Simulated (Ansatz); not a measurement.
**FeS2: band gap under strain**

Aim: follow the gap of FeS2 (database structure) through these states: -1.4 % biaxial strain in x and y, free along z. The table at the end shows which levels were run.

Program: Ansatz 0.2.0. PAW datasets, plane waves. Computed at 0 K without zero-point motion; spin polarisation is off.

## (1) The structure to begin with

The unstrained cell was relaxed with r2SCAN; in each strained cell the atoms were relaxed again with r2SCAN. Names of k-points are those of the unstrained zone, where strain can split equivalent points. First state: -1.4 % biaxial strain in x and y, free along z.

Space group Pnnm (No. 58), orthorhombic; a = 4.371 Å, b = 5.328 Å, c = 3.400 Å in the conventional setting, 13.20 Å³ an atom. Near Fe stand 6 S at 2.20–2.24 Å; near S stand 1 S at 2.19 Å and 3 Fe at 2.20–2.24 Å.

The structure in full:

```
CELL_PARAMETERS angstrom
4.37099 0.00000 0.00000
0.00000 5.32765 0.00000
0.00000 0.00000 3.40023
ATOMIC_POSITIONS crystal
Fe 0.50000 0.50000 0.50000
Fe 0.00000 0.00000 0.00000
S 0.29789 0.87786 0.50000
S 0.70211 0.12214 0.50000
S 0.20211 0.37786 0.00000
S 0.79789 0.62214 0.00000
```

From earlier runs on the unstrained cell: PBE 0.85 eV, r2SCAN 1.34 eV, HSE06 2.25 eV; a = 4.431 Å, b = 5.401 Å, c = 3.379 Å.

## (2) -1.4 % biaxial strain in x and y, free along z: PBE

input.yaml

```yaml
crystal:
  lattice:
    - [4.370993442, 0.0, 0.0]
    - [0.0, 5.3276520558, 0.0]
    - [0.0, 0.0, 3.4002265487]
  atoms:
    - { symbol: Fe, position: [0.5, 0.5, 0.5] }
    - { symbol: Fe, position: [0.0, 0.0, 0.0] }
    - { symbol: S, position: [0.2978941071, 0.877855781, 0.5] }
    - { symbol: S, position: [0.7021058929, 0.122144219, 0.5] }
    - { symbol: S, position: [0.2021058929, 0.377855781, 0.0] }
    - { symbol: S, position: [0.7978941071, 0.622144219, 0.0] }
kpoints:
  mp_grid: { grid: [6, 6, 8] }
  band_path:
    path:
      - [0.0, 0.0, 0.0]
      - [0.5, 0.0, 0.0]
      - [0.5, 0.5, 0.0]
      - [0.0, 0.5, 0.0]
      - [0.0, 0.0, 0.5]
      - [0.5, 0.0, 0.5]
      - [0.5, 0.5, 0.5]
      - [0.0, 0.5, 0.5]
      - [0.0, 0.5, 0.35]
      - [0.414062, 0.0, 0.0]
    npoints: 1
hamiltonian:
  xc: pbe
scf:
  occupations: { method: fermi_dirac, width: 0.02 }
  n_extra_bands: 5
output:
  forces: true
  stress: true
  eigenvalues: true
  write_density: true
  write_potential: true
  elf: true
  volumetric_format: npy
```

On the command line:

```bash
> ansatz run input.yaml --threads 4 --pin off --max-ram 4608MiB --backend cpu --events-out ev --progress --plain --runs-dir out
```

After this run come: -1.4 % biaxial strain in x and y, free along z: r2SCAN; -1.4 % biaxial strain in x and y, free along z: HSE06.

Q: Predict the outcome of this session.

As calculated:

Least gap in eV (negative: overlap), with the change from the unstrained cell in brackets:

```
                                         state  volume change (%)           PBE        r2SCAN         HSE06
-1.4 % biaxial strain in x and y, free along z               -2.1  0.96 (+0.11)  1.42 (+0.08)  2.31 (+0.06)
```

In words: The HSE06 gap moves by +0.055 eV under -1.4 % biaxial strain in x and y, free along z. PBE and HSE06 differ by 1.40 eV on the unstrained gap, and by at most 0.06 eV on its change: PBE follows the response to strain far better than the gap itself.
